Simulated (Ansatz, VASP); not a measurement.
**CsH in VASP and in Ansatz**

The input INCAR:

```
SYSTEM = CsH
PREC = Accurate
ENCUT = 520
EDIFF = 1E-6
ISMEAR = 0
SIGMA = 0.05
LREAL = .FALSE.
LASPH = .TRUE.
NELM = 80
ALGO = Normal
ISIF = 2
LWAVE = .FALSE.
LCHARG = .TRUE.
GGA = CA
LELF = .TRUE.
LVHAR = .TRUE.
NBANDS = 12
```

File KPOINTS:

```
regular mesh
0
G
  8 8 8
  0 0 0
```

Contents of POSCAR:

```
CsH
1.0
    3.8184085400      0.0000000000      0.0000000000
    0.0000000000      3.8184085400      0.0000000000
    0.0000000000      0.0000000000      3.9902369243
Cs H
1 1
Direct
    0.0000000000      0.0000000000      0.0000000000
    0.5000000000      0.5000000000      0.5000000000
```

Input for Ansatz:

```yaml
crystal:
  lattice:
    - [3.81840854, 0.0, 0.0]
    - [0.0, 3.81840854, 0.0]
    - [0.0, 0.0, 3.9902369243]
  atoms:
    - { symbol: Cs, position: [0.0, 0.0, 0.0] }
    - { symbol: H, position: [0.5, 0.5, 0.5] }
basis:
  ecutwfc: 420
kpoints:
  mp_grid: { grid: [8, 8, 8] }
hamiltonian:
  xc: lda
scf:
  occupations: { method: gaussian, width: 0.05 }
output:
  forces: true
  stress: true
  eigenvalues: true
```

Change from the starting cell: strain +0.0450 x Voigt [0, 0, 1, 0, 0, 0], atoms carried along.

Alike in both runs: task single point; functional LDA; k mesh 8 × 8 × 8; occupations gaussian, width 0.05 eV; no spin polarisation.

|  | VASP | Ansatz |
| --- | --- | --- |
| version | VASP 6.6.1 | Ansatz 0.2.0 |
| potentials or method | VASP PAW LDA potentials, release 64 (Cs_sv, H) | scalar-relativistic, plane waves, PAW |
| plane-wave cutoff (eV) | 520 | 420 |
| valence electrons in the cell | 10 | 10 |

VASP gave:

- gap on the k mesh at the Fermi level (eV): 2.07
- least direct gap on the mesh (eV): 2.25
- pressure (GPa): -2.2
- largest component of the traceless stress (GPa): 1.00

Which values does Ansatz return?

gap on the k mesh at the Fermi level (eV): 2.09; least direct gap on the mesh (eV): 2.30; pressure (GPa): -2.3; largest component of the traceless stress (GPa): 1.00.

Caveats: spin-orbit coupling is left out, which moves the levels of the heavy elements. A k mesh can miss the band edges.
